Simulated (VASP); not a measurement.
Write the native input for VASP 6.6.1 that does the following.

* Task: relaxation of cell and atoms
* Functional: PBE
* Dispersion: D3(BJ)
* Potentials or basis: VASP PAW PBE potentials, release 64 (Hf_pv, S)
* Cutoff: 600 eV
* k mesh: 9 × 9 × 5
* Occupations: gaussian, width 0.03 eV
* Spin: no spin polarisation
* Further INCAR settings: ALGO = Normal; EDIFF = 1e-07; IBRION = 2; EDIFFG = -0.005; NSW = 90; ISIF = 3

The structure of HfS2 lies in POSCAR:

```
HfS2                                    
1.0
    3.5968391943      0.0000000000     -0.0000000000
   -1.7984195971      3.1149541156      0.0000000000
    0.0000000000     -0.0000000000      5.7700006064
  Hf              S             
     1     2
Direct
     0.0000000000000000    0.0000000000000000    0.0000000000000000
     0.6666666699999979    0.3333333300000021    0.7478435748954371
     0.3333333300000021    0.6666666699999979    0.2521564251045629
```

The cell is a database's computed one.

These files were run (other wordings do the same):

INCAR

```
SYSTEM = HfS2
ALGO = Normal
EDIFF = 1E-7
EDIFFG = -0.005
ENCUT = 600
GGA = PE
IBRION = 2
ISIF = 3
ISMEAR = 0
IVDW = 12
KPAR = 2
LASPH = .TRUE.
LCHARG = .FALSE.
LREAL = .FALSE.
LWAVE = .FALSE.
NELM = 80
NSW = 90
PREC = Accurate
SIGMA = 0.03
```

KPOINTS

```
k-points
0
G
  9 9 5
  0 0 0
```

Potentials or basis: VASP PAW PBE potentials, release 64 (Hf_pv, S).

The run is started by

```bash
$ cat potpaw_PBE.64/Hf_pv/POTCAR potpaw_PBE.64/S/POTCAR > POTCAR
$ mpirun -np 2 vasp_std > vasp.out
```

It gave:

```yaml
Relaxed_volume: 21.56 Å³/atom
Relaxed_cell: a = 3.599 Å, b = 3.599 Å, c = 5.765 Å, α = 90.00°, β = 90.00°, γ = 120.00°
Space_group_after_relaxing_to_0.05_Å: P-3m1 (No. 164)
Energy_gained_by_relaxing: 0.0 meV/atom
Ionic_steps: 4
Pressure_after_relaxing: 0.0 GPa
Largest_force_after_relaxing: 0.003 eV/Å
Band_gap_on_the_k_mesh: 0.91 eV, indirect (least direct gap 1.86 eV)
Dispersion_energy_per_atom: -0.342 eV
```

Caveat: spin-orbit coupling is left out, which moves the levels of the heavy elements; an odd mesh through Γ misses points on the zone boundary, where band edges often lie.

Wall time 61 s on 2 MPI ranks on Intel(R) Xeon(R) Platinum 8375C CPU @ 2.90GHz (Ice Lake), on a shared host, peak memory 0.24 GiB a rank.
